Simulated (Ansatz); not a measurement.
**Ti₃Si (P6_3/mmc) under several functionals**

Plane-wave DFT in Ansatz with scalar-relativistic PAW potentials. The same structure was relaxed (cell and atoms, symmetry kept) in separate runs at each level. Whether it is the stable form of this composition wasn't checked. No spin polarisation.

Q: How do the levels LDA, PBE, PBEsol, r2SCAN compare?

A:
```csv
level,cutoff (eV),k mesh,V (Å³/atom),a (Å),c (Å),B0 (GPa)
LDA,420,6×6×8,14.641,5.520,4.438,–
PBEsol,420,6×6×8,15.098,5.584,4.473,144
r2SCAN,500,6×6×8,15.446,5.629,4.504,–
PBE,420,6×6×8,15.612,5.649,4.520,135
```

The usual order of volumes, LDA < PBEsol < PBE, holds here (14.641, 15.098, 15.612 Å³/atom). As a rule LDA overbinds; PBEsol, built on the gradient expansion of slowly varying densities, lies between LDA and PBE; PBE's stronger gradient term for exchange weakens bonds. r2SCAN lies 1.1 % under PBE in volume. B0 goes from 143.7 to 134.8 GPa as the volume grows by 3.4 %; on one curve with B' = 3.7 the volume alone, B ∝ V^(−B'), would give 127.0 GPa, and the rest of the difference is the functional's own stiffness.